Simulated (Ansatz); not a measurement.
System: AlP (zinc blende type), 2 atoms in the cell.

```yaml
crystal:
  lattice:
    - [0.00000, 2.75500, 2.75500]
    - [2.75500, 0.00000, 2.75500]
    - [2.75500, 2.75500, 0.00000]
  atoms:
    - { symbol: Al, position: [0.00000, 0.00000, 0.00000] }
    - { symbol: P, position: [0.25000, 0.25000, 0.25000] }
```
Lattice in Å, positions in fractions of it.

Code and potentials: Ansatz PAW hard set, 700 eV. Settings of the plain PBE run: k-mesh 6×6×6 Γ-centred; Fermi–Dirac smearing of 0.02 eV; no spin polarisation.

Plain PBE gives:

| Quantity | Value |
| --- | --- |
| Pressure | -0.08 GPa |
| Gap on the mesh | 1.63 eV |

Q: What changes under PBE with spin–orbit coupling?

A: The pressure stays at -0.08 GPa; the gap decreases by 0.02 eV to 1.61 eV.

Q: What changes under r²SCAN?

A: The pressure drops by 1.37 GPa to -1.45 GPa; the gap increases by 0.32 eV to 1.95 eV.

The stress includes the program's correction for the finite plane-wave basis.

A gap read on the mesh is an upper bound of this method's gap, since the mesh can miss a band edge. Potentials made with PBE were used with another functional (at least in: Ansatz PAW hard set, 700 eV (r²SCAN)). Semilocal functionals give gaps that mostly lie well below measured ones.
